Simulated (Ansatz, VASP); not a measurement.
**One calculation of RbBr, two programs**

The input INCAR:

```
ALGO     = Normal         # electronic algorithm
EDIFF    = 1E-7           # SCF threshold, eV
ENCUT    = 520            # plane-wave cutoff, eV
GGA      = PS             # functional
ISIF     = 2              # what is computed and relaxed
ISMEAR   = 0              # smearing method
LASPH    = T              # aspherical terms in the spheres
LCHARG   = F              # write CHGCAR
LREAL    = F              # projectors in reciprocal space
LWAVE    = F              # write WAVECAR
NBANDS   = 15             # bands
NELM     = 60             # most SCF steps
PREC     = Accurate       # precision mode
SIGMA    = 0.05           # smearing width, eV
```

The input KPOINTS:

```
k-points
0
Gamma
  6 6 6
```

The input POSCAR:

```
RbBr
1.0
    4.0701688540      0.0000000000      0.0000000000
    0.0000000000      4.0701688540      0.0000000000
    0.0000000000      0.0000000000      4.0701688540
Rb Br
1 1
Direct
    0.0000000000     -0.0595372219      0.0000000000
    0.5000000000      0.5636828616      0.5000000000
```

Input for Ansatz:

```yaml
crystal:
  lattice:
    - [4.070168854, 0.0, 0.0]
    - [0.0, 4.070168854, 0.0]
    - [0.0, 0.0, 4.070168854]
  atoms:
    - { symbol: Rb, position: [0.0, -0.0595372219, 0.0] }
    - { symbol: Br, position: [0.5, 0.5636828616, 0.5] }
basis:
  ecutwfc: 420
kpoints:
  mp_grid: { grid: [6, 6, 6] }
hamiltonian:
  xc: pbesol
scf:
  occupations: { method: gaussian, width: 0.05 }
output:
  forces: true
  stress: true
  eigenvalues: true
```

Change from the starting cell: mode 5 frozen in at -0.259 Å and mode 6 at +0.000 Å (largest displacements).

Alike in both runs: task single point; functional PBEsol; k mesh 6 × 6 × 6; occupations gaussian, width 0.05 eV; no spin polarisation.

|  | VASP | Ansatz |
| --- | --- | --- |
| version | VASP 6.6.1 | Ansatz 0.2.0 |
| potentials or method | VASP PAW PBE potentials, release 64 (Rb_sv, Br) | scalar-relativistic, plane waves, PAW |
| plane-wave cutoff (eV) | 520 | 420 |
| valence electrons in the cell | 16 | 16 |

VASP gave:

* gap on the k mesh at the Fermi level (eV): 4.10
* least direct gap on the mesh (eV): 4.24
* pressure (GPa): 1.5
* largest component of the traceless stress (GPa): 0.54
* rms of the force components (eV/Å): 0.267

What did Ansatz give for the same quantities?

gap on the k mesh at the Fermi level (eV): 4.10; least direct gap on the mesh (eV): 4.24; pressure (GPa): 1.4; largest component of the traceless stress (GPa): 0.52; rms of the force components (eV/Å): 0.263.

Atom by atom the forces differ by 0.005 eV/Å (rms over components).

Caveats: the PAW data sets were made with another functional, which shifts forces and pressure a little (VASP). A k mesh can miss the band edges.
